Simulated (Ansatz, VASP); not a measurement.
# One calculation of RbBr, two programs

```
Rb Br
1.0
     4.63160    0.00000    0.00000
     0.00000    4.63160    0.00000
     0.00000    0.00000    3.27454
Rb Br
1 1
Direct
  0.00000 0.00000 0.00000
  0.50000 0.50000 0.50000
```

Alike in both runs: task single point; functional PBE; k mesh 6 × 6 × 6; occupations gaussian, width 0.05 eV; no spin polarisation.

```csv
,VASP,Ansatz
version,VASP 6.6.1,Ansatz 0.2.0
potentials or method,"VASP PAW PBE potentials, release 64 (Rb_sv, Br)","scalar-relativistic, plane waves, PAW"
plane-wave cutoff (eV),520,420
valence electrons in the cell,16,16
```

|  | VASP | Ansatz | Ansatz less VASP |
| --- | --- | --- | --- |
| gap on the k mesh at the Fermi level (eV) | 1.65 | 1.65 | +0.001 |
| least direct gap on the mesh (eV) | 1.70 | 1.70 | +0.001 |
| pressure (GPa) | 2.0 | 2.0 | -0.04 |
| largest component of the traceless stress (GPa) | 10.25 | 10.23 | -0.020 |

A k mesh can miss the band edges.
